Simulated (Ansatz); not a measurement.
BeS, DFT, PBEsol, all-electron LAPW, scalar-relativistic (Ansatz 0.2.0), run on 1 thread of Arm Neoverse V1 on a shared host.

The cell was built from the rocksalt type and relaxed in the same program; it needn't be a known or the stable phase. The listed cell was then made from it by scaling, straining or moving an atom.

Command: `ansatz run input.yaml --threads 1 --pin off --max-ram 2048MiB --backend cpu --events-out ev --progress --plain --runs-dir out`

```yaml
crystal:
  lattice:
    - [0.0, 2.3449184142, 2.3449184142]
    - [2.3449184142, 0.0, 2.3449184142]
    - [2.3449184142, 2.3449184142, 0.0]
  atoms:
    - { symbol: Be, position: [0.0, 0.0, 0.0] }
    - { symbol: S, position: [0.5, 0.5, 0.5] }
kpoints:
  mp_grid: { grid: [13, 13, 13] }
scf:
  occupations: { method: fermi_dirac, width: 0.08 }
hamiltonian:
  xc: pbesol
  pseudopotentials: { kind: all_electron, lapw: { basis_error: 0.001 } }
output:
  forces: true
  stress: true
  eigenvalues: true
```

Problem. How large is the problem that the program sets up?

Solution. 84 irreducible k-points, 137 plane waves at Γ, 13 bands.

Problem. About how long does it take, and how much memory does it use?

Solution. 3.9 s of wall time for 5 SCF iterations, with a peak of 0.25 GiB. Times on shared machines scatter by tens of per cent.
